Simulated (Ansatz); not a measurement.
Runs of Ansatz 0.2.0 on Be2C. Symmetry: Fm-3m, No. 225, cubic system. Conventional cell: a = 4.330 Å, b = 4.330 Å, c = 4.330 Å, α = 90.00°, β = 90.00°, γ = 90.00°. C (site symmetry m-3m) has 8 Be at 1.87 Å as nearest neighbours. Around Be (site symmetry -43m) lie 4 C at 1.87 Å. 

| task | potentials or basis | cell | cutoff (eV) | basis error allowed | gap on the mesh (eV) | pressure (GPa) |
| --- | --- | --- | --- | --- | --- | --- |
| relaxation of cell and atoms | all-electron LAPW, scalar-relativistic | relaxed to 20 GPa | - | 0.002 eV/atom | 1.21 | 20.0 |
| relaxation of cell and atoms | all-electron LAPW, scalar-relativistic | relaxed to 30 GPa | - | 0.002 eV/atom | 1.23 | 30.0 |
| band structure | all-electron LAPW, scalar-relativistic | as given | 261 | 0.002 eV/atom | 1.17 | -2.9 |
| band structure | all-electron PAW datasets made for the crystal | as given | 340 | - | 1.17 | -2.9 |
| relaxation of cell and atoms | all-electron LAPW, scalar-relativistic | relaxed to 5 GPa | - | 0.002 eV/atom | (b) | 5.0 |
| relaxation of cell and atoms | all-electron LAPW, scalar-relativistic | relaxed to 10 GPa | - | 0.002 eV/atom | 1.19 | 10.0 |
| band structure | all-electron LAPW, non-relativistic | as given | 261 | 0.002 eV/atom | 1.17 | (a) |
| relaxation of cell and atoms | all-electron LAPW, scalar-relativistic | relaxed | - | 0.002 eV/atom | 1.17 | 0.0 |

Alike in all rows: level PBEsol; no spin polarisation; k mesh 11 × 11 × 11; smearing fermi-dirac 0.05 eV.

Estimate the missing entries.

(a) -2.8; (b) 1.18.

Caveats: an odd mesh through Γ misses points on the zone boundary, where band edges often lie (some runs); the mesh misses the band edges, which the band path finds closer together (some runs).

The runs don't all hold the same shells in valence.
